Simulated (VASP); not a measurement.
# GaN (F-43m) in VASP: notebook

One crystal, GaN, is run at these levels: HSE03, PBE0, r2SCAN-EpsX; tasks: band structure.

All numbers are computed with VASP 6.6.1; they aren't measurements. Logs are shortened: lines on timing, memory, paths and dates and some standing lists are left out, and cuts for length are marked.

**Measured values to compare with.**

From a printed reference work, textbook, for a bulk crystal of GaN at 0 K: band gap 3.299 eV (direct).

How close the calculation comes is told below.

**1. The crystal as given**

It takes space group F-43m (No. 216, cubic). Conventional cell: a = 4.507 Å, b = 4.507 Å, c = 4.507 Å, α = 90.00°, β = 90.00°, γ = 90.00°. Ga (site symmetry -43m) is surrounded by 4 N at 1.95 Å. N (site symmetry -43m) is surrounded by 4 Ga at 1.95 Å.

The cell is a database's computed one.

**2. Band structure, HSE03**

POSCAR

```
GaN
1.0
    0.0000000000      2.2535006075      2.2535006075
    2.2535006075      0.0000000000      2.2535006075
    2.2535006075      2.2535006075      0.0000000000
Ga N
1 1
Direct
    0.0000000000      0.0000000000      0.0000000000
    0.2500000000      0.2500000000      0.2500000000
```

INCAR.step1

```
SYSTEM = GaN
ALGO     = Normal         ! electronic algorithm
EDIFF    = 1E-5           ! SCF threshold, eV
ENCUT    = 520            ! plane-wave cutoff, eV
GGA      = PE             ! functional
ISIF     = 2              ! what is computed and relaxed
ISMEAR   = 0              ! smearing method
KPAR     = 4            
LASPH    = .True.         ! aspherical terms in the spheres
LCHARG   = .False.        ! write CHGCAR
LREAL    = .False.        ! projectors in reciprocal space
LWAVE    = .True.         ! write WAVECAR
NBANDS   = 16             ! bands
NELM     = 80             ! most SCF steps
PREC     = Accurate       ! precision mode
SIGMA    = 0.02           ! smearing width, eV
```

INCAR.step2

```
SYSTEM = GaN
ALGO     = Normal         ! electronic algorithm
EDIFF    = 1E-7           ! SCF threshold, eV
ENCUT    = 520            ! plane-wave cutoff, eV
GGA      = PE             ! functional
HFSCREEN = 0.3            ! screening, 1/A
ISIF     = 2              ! what is computed and relaxed
ISMEAR   = 0              ! smearing method
ISTART   = 1            
KPAR     = 4            
LASPH    = .True.         ! aspherical terms in the spheres
LCHARG   = .False.        ! write CHGCAR
LHFCALC  = .True.         ! exact exchange
LREAL    = .False.        ! projectors in reciprocal space
LWAVE    = .False.        ! write WAVECAR
NBANDS   = 16             ! bands
NELM     = 80             ! most SCF steps
PREC     = Accurate       ! precision mode
PRECFOCK = Fast         
SIGMA    = 0.02           ! smearing width, eV
```

KPOINTS

```
k-points
0
Gamma
  8 8 8
  0 0 0
```

KPOINTS_OPT

```
path GXWKGLUWLK,UX
8
line-mode
reciprocal
 0.0000000000  0.0000000000  0.0000000000  G
 0.5000000000  0.0000000000  0.5000000000  X

 0.5000000000  0.0000000000  0.5000000000  X
 0.5000000000  0.2500000000  0.7500000000  W

 0.5000000000  0.2500000000  0.7500000000  W
 0.3750000000  0.3750000000  0.7500000000  K

 0.3750000000  0.3750000000  0.7500000000  K
 0.0000000000  0.0000000000  0.0000000000  G

 0.0000000000  0.0000000000  0.0000000000  G
 0.5000000000  0.5000000000  0.5000000000  L

 0.5000000000  0.5000000000  0.5000000000  L
 0.6250000000  0.2500000000  0.6250000000  U

 0.6250000000  0.2500000000  0.6250000000  U
 0.5000000000  0.2500000000  0.7500000000  W

 0.5000000000  0.2500000000  0.7500000000  W
 0.5000000000  0.5000000000  0.5000000000  L

 0.5000000000  0.5000000000  0.5000000000  L
 0.3750000000  0.3750000000  0.7500000000  K

 0.6250000000  0.2500000000  0.6250000000  U
 0.5000000000  0.0000000000  0.5000000000  X
```

Potentials or basis: VASP PAW PBE potentials, release 64 (Ga_d, N).

The run is started by

```console
cat potpaw_PBE.64/Ga_d/POTCAR potpaw_PBE.64/N/POTCAR > POTCAR
cp INCAR.step1 INCAR
mpirun -np 4 vasp_std > vasp.out
cp INCAR.step2 INCAR
mpirun -np 4 vasp_std > vasp.out
```

OUTCAR:

```text
SYSTEM = GaN
   EDIFF = 1E-7
   ENCUT = 520
   GGA = PE
   HFSCREEN = 0.3
   ISIF = 2
   ISMEAR = 0
   ISTART = 1
   LASPH = .True.
   LHFCALC = .True.
   LREAL = .False.
   NELM = 80
   PREC = Accurate
   PRECFOCK = Fast

 ion  position               nearest neighbor table
   1  0.000  0.000  0.000-   2 1.95   2 1.95   2 1.95   2 1.95
   2  0.250  0.250  0.250-   1 1.95   1 1.95   1 1.95   1 1.95

  LATTYP: Found a face centered cubic cell.
 ALAT       =     4.5070012150

  Lattice vectors:

 A1 = (   0.0000000000,   2.2535006075,   2.2535006075)
 A2 = (   2.2535006075,   0.0000000000,   2.2535006075)
 A3 = (   2.2535006075,   2.2535006075,   0.0000000000)

Analysis of symmetry for initial positions (statically):
=====================================================================
 Subroutine PRICEL returns:
 Original cell was already a primitive cell.

 Routine SETGRP: Setting up the symmetry group for a
 face centered cubic supercell.

 Subroutine GETGRP returns: Found 24 space group operations
 (whereof 24 operations were pure point group operations)
 out of a pool of 48 trial point group operations.

The static configuration has the point symmetry T_d .

Analysis of symmetry for dynamics (positions and initial velocities):
=====================================================================
 Subroutine PRICEL returns:
 Original cell was already a primitive cell.

 Routine SETGRP: Setting up the symmetry group for a
 face centered cubic supercell.

 Subroutine GETGRP returns: Found 24 space group operations
 (whereof 24 operations were pure point group operations)
 out of a pool of 48 trial point group operations.

The dynamic configuration has the point symmetry T_d .

 Subroutine INISYM returns: Found 24 space group operations
 (whereof 24 operations are pure point group operations),
 and found     1 'primitive' translations

----------------------------------------------------------------------------------------

                                     Primitive cell

  volume of cell :      22.8877

  direct lattice vectors                    reciprocal lattice vectors
     0.000000000  2.253500607  2.253500607    -0.221877020  0.221877020  0.221877020
[... 90 lines left out ...]
   IBRION =     -1    ionic relax: 0-MD 1-quasi-New 2-CG
   NFREE  =      0    steps in history (QN), initial steepest desc. (CG)
   ISIF   =      2    stress and relaxation
   ISYM   =      3    0-nonsym 1-usesym 2-fastsym
   POTIM  = 0.5000    time-step for ionic-motion
   TEBEG  =    0.0;   TEEND  =   0.0 temperature during run
   PSTRESS=    0.0 pullay stress
   NELECT =      18.0000    total number of electrons
   NUPDOWN=      -1.0000    fix difference up-down
   EMIN   =  10.00;   EMAX   =-10.00  energy-range for DOS
   EFERMI =   0.00;   METHOD = LEGACY
   ISMEAR =     0;   SIGMA  =   0.02  broadening in eV -4-tet -1-fermi 0-gaus
   EFERMI_NEDOS =   21; number of points for ismear=-14 and -15
   IALGO  =     38    algorithm
   IMIX   =      1    mixing-type and parameters
     AMIX     =   0.40;   BMIX     =  1.00
     AMIX_MAG =   1.60;   BMIX_MAG =  1.00
  volume/ion in A,a.u.               =      11.44        77.23
  Fermi-wavevector in a.u.,A,eV,Ry     =   1.511117  2.855596 31.068543  2.283473
  Thomas-Fermi vector in A             =   2.621216
   LORBIT       =      0    0 simple, 1 ext, 2 COOP (PROOUT), +10 PAW based schemes
   GGA     = PE    functional components
   LHFCALC =     T    Hartree Fock is set to
   PRECFOCK=fast      Normal, Fast or Accurate (Low or Medium for compatibility)
   ENCUT4O =  -1.0   cutoff for four orbital integrals eV
   NKREDX  =     1    reduce k-point grid by
   NKREDY  =     1    reduce k-point grid by
   NKREDZ  =     1    reduce k-point grid by
   AEXX    =    0.2500 exact exchange contribution
   HFSCREEN=    0.3000 screening length (either q_TF or 0.3 A-1)
   HFSCREENC=   0.3000 screening length for correlation (either q_TF or 0.3 A-1)
   ENCUTFOCK=  -1.0 apply spherical cutoff to Coloumb kernel
   IVDW    =     0    specifies the selected vdW correction
   LEPSILON=     F    determine dielectric tensor
   LRPA    =     F    only Hartree local field effects (RPA)
 non-spin polarized calculation
 Gauss-broadening in eV      SIGMA  =   0.02
  energy-cutoff  :      520.00
  volume of cell :       22.89
 maximum number of plane-waves:       636
  NGX = 14; NGY = 14; NGZ = 14

 number of electron      18.0000004 magnetization

 Free energy of the ion-electron system (eV)
  ---------------------------------------------------
  ext. energy  EPLUGINS =         0.00000000
  ---------------------------------------------------
  free energy    TOTEN  =       -14.38072926 eV

  energy without entropy =      -14.38072926  energy(sigma->0) =      -14.38072926

 E-fermi :   4.7235     XC(G=0):  -9.7094

 val. band max:        4.5880164954   @ k =   0.0000   0.0000   0.0000
 cond. band min:       7.3524205958   @ k =   0.0000   0.0000   0.0000
 fundamental gap:      2.7644041004
 Fermi energy:         4.7235260807

 k-point     1 :       0.0000    0.0000    0.0000
  band No.  band energies     occupation
      1     -12.7789      2.00000
      2     -10.9243      2.00000
      3     -10.9243      2.00000
      4     -10.9243      2.00000
      5     -10.6090      2.00000
      6     -10.6090      2.00000
[... 433 lines left out ...]
      3     -10.7628      2.00000
      4     -10.6308      2.00000
      5     -10.5814      2.00000
      6      -8.5963      2.00000
[... 8 lines left out ...]
     15      24.8567      0.00000
     16      27.2229      0.00000

 [... further k-points ...]

------------------------ aborting loop because EDIFF is reached ----------------------------------------

  FORCE on cell =-STRESS in cart. coord.  units (eV):
  Direction    XX          YY          ZZ          XY          YZ          ZX
  --------------------------------------------------------------------------------------
  -------------------------------------------------------------------------------------
  Total       -0.1219594     -0.1219594     -0.1219594      0.0000000      0.0000000      0.0000000
  in kB       -8.5373460     -8.5373460     -8.5373460      0.0000000      0.0000000      0.0000000
  external PRESSURE =      -8.5373460 kB  Pullay stress =       0.0000000 kB

 VOLUME and BASIS-vectors are now :
 -----------------------------------------------------------------------------
  energy-cutoff  :      520.00
  volume of cell :       22.89
      direct lattice vectors                 reciprocal lattice vectors
     0.000000000  2.253500607  2.253500607    -0.221877020  0.221877020  0.221877020
     2.253500607  0.000000000  2.253500607     0.221877020 -0.221877020  0.221877020
     2.253500607  2.253500607  0.000000000     0.221877020  0.221877020 -0.221877020

 POSITION                                       TOTAL-FORCE (eV/Angst)
 -----------------------------------------------------------------------------------
      0.00000      0.00000      0.00000        -0.000000     -0.000000      0.000000
      1.12675      1.12675      1.12675         0.000000      0.000000     -0.000000
 -----------------------------------------------------------------------------------
    total drift:                                0.000012     -0.000006      0.000003

  FREE ENERGIE OF THE ION-ELECTRON SYSTEM (eV)
  ---------------------------------------------------
  free  energy   TOTEN  =       -14.3807292578 eV

  energy  without entropy=      -14.3807292578  energy(sigma->0) =      -14.38072926
```

Run time: 27 min. Hardware: 4 MPI ranks of Intel Xeon Platinum 8488C (Sapphire Rapids), shared host; peak memory 0.3 GiB.

Results:

```yaml
Free_energy: -14.3807 eV
Pressure: -0.9 GPa
Band_gap_on_the_k_mesh: 2.76 eV, direct
Band_gap_along_the_path: 2.76 eV, direct
```

Levels at the corners of the path, in eV from the valence-band top:
```tsv
point	band 7	band 8	band 9	band 10	band 11	band 12
Γ	0.00	0.00	0.00	2.76	11.66	11.66
X	-6.51	-2.88	-2.88	4.24	7.91	13.30
X	-6.51	-2.88	-2.88	4.24	7.91	13.30
W	-5.99	-3.98	-3.82	7.28	10.01	11.66
W	-5.99	-3.98	-3.82	7.28	10.01	11.66
K	-6.18	-4.53	-2.32	5.99	9.33	12.57
K	-6.18	-4.53	-2.32	5.99	9.33	12.57
Γ	0.00	0.00	0.00	2.76	11.66	11.66
Γ	0.00	0.00	0.00	2.76	11.66	11.66
L	-7.47	-1.03	-1.03	5.84	10.15	11.65
L	-7.47	-1.03	-1.03	5.84	10.15	11.65
U	-6.18	-4.53	-2.32	5.99	9.33	12.57
U	-6.18	-4.53	-2.32	5.99	9.33	12.57
W	-5.99	-3.98	-3.82	7.28	10.01	11.66
W	-5.99	-3.98	-3.82	7.28	10.01	11.66
L	-7.47	-1.03	-1.03	5.84	10.15	11.65
L	-7.47	-1.03	-1.03	5.84	10.15	11.65
K	-6.18	-4.53	-2.32	5.99	9.33	12.57
U	-6.18	-4.53	-2.32	5.99	9.33	12.57
X	-6.51	-2.88	-2.88	4.24	7.91	13.30
```

Caveat: the PAW data sets were made with another functional, which shifts forces and pressure a little.

**3. Band structure, PBE0**

POSCAR is that of step 2.

INCAR.step1 is that of step 2.

INCAR.step2, as its differences from that of step 2:

```diff
@@ -1,2 +1,3 @@
 SYSTEM = GaN
+AEXX     = 0.25           ! exact-exchange fraction
 ALGO     = Normal         ! electronic algorithm
@@ -5,3 +6,3 @@
 GGA      = PE             ! functional
-HFSCREEN = 0.3            ! screening, 1/A
+HFRCUT   = -1           
 ISIF     = 2              ! what is computed and relaxed
```

KPOINTS is that of step 2.

KPOINTS_OPT is that of step 2.

Potentials or basis: VASP PAW PBE potentials, release 64 (Ga_d, N).

The run is started by

```console
cat potpaw_PBE.64/Ga_d/POTCAR potpaw_PBE.64/N/POTCAR > POTCAR
cp INCAR.step1 INCAR
mpirun -np 4 vasp_std > vasp.out
cp INCAR.step2 INCAR
mpirun -np 4 vasp_std > vasp.out
```

Wall time 28 min (4 MPI ranks of Intel Xeon Platinum 8488C (Sapphire Rapids), shared host); peak memory 0.22 GiB.

The run converged. Its results:

```yaml
Free_energy: -15.6531 eV
Pressure: -1.4 GPa
Band_gap_on_the_k_mesh: 3.65 eV, direct
Band_gap_along_the_path: 3.65 eV, direct
```

Levels at the corners of the path, in eV from the valence-band top:
| point | band 6 | band 7 | band 8 | band 9 | band 10 | band 11 | band 12 | band 13 |
| --- | --- | --- | --- | --- | --- | --- | --- | --- |
| Γ | -15.30 | 0.00 | 0.00 | 0.00 | 3.65 | 12.66 | 12.66 | 12.66 |
| X | -13.10 | -6.62 | -2.93 | -2.93 | 5.17 | 8.89 | 14.33 | 16.80 |
| X | -13.10 | -6.62 | -2.93 | -2.93 | 5.17 | 8.89 | 14.33 | 16.80 |
| W | -12.83 | -6.10 | -4.06 | -3.90 | 8.27 | 11.06 | 12.69 | 13.39 |
| W | -12.83 | -6.10 | -4.06 | -3.90 | 8.27 | 11.06 | 12.69 | 13.39 |
| K | -12.96 | -6.30 | -4.62 | -2.36 | 6.95 | 10.35 | 13.60 | 15.48 |
| K | -12.96 | -6.30 | -4.62 | -2.36 | 6.95 | 10.35 | 13.60 | 15.48 |
| Γ | -15.30 | 0.00 | 0.00 | 0.00 | 3.65 | 12.66 | 12.66 | 12.66 |
| Γ | -15.30 | 0.00 | 0.00 | 0.00 | 3.65 | 12.66 | 12.66 | 12.66 |
| L | -13.65 | -7.61 | -1.06 | -1.06 | 6.80 | 11.18 | 12.66 | 12.66 |
| L | -13.65 | -7.61 | -1.06 | -1.06 | 6.80 | 11.18 | 12.66 | 12.66 |
| U | -12.96 | -6.30 | -4.62 | -2.36 | 6.95 | 10.35 | 13.60 | 15.48 |
| U | -12.96 | -6.30 | -4.62 | -2.36 | 6.95 | 10.35 | 13.60 | 15.48 |
| W | -12.83 | -6.10 | -4.06 | -3.90 | 8.27 | 11.06 | 12.69 | 13.39 |
| W | -12.83 | -6.10 | -4.06 | -3.90 | 8.27 | 11.06 | 12.69 | 13.39 |
| L | -13.65 | -7.61 | -1.06 | -1.06 | 6.80 | 11.18 | 12.66 | 12.66 |
| L | -13.65 | -7.61 | -1.06 | -1.06 | 6.80 | 11.18 | 12.66 | 12.66 |
| K | -12.96 | -6.30 | -4.62 | -2.36 | 6.95 | 10.35 | 13.60 | 15.48 |
| U | -12.96 | -6.30 | -4.62 | -2.36 | 6.95 | 10.35 | 13.60 | 15.48 |
| X | -13.10 | -6.62 | -2.93 | -2.93 | 5.17 | 8.89 | 14.33 | 16.80 |

Caveat: the PAW data sets were made with another functional, which shifts forces and pressure a little.

(Part 1 of 2 ends here.)
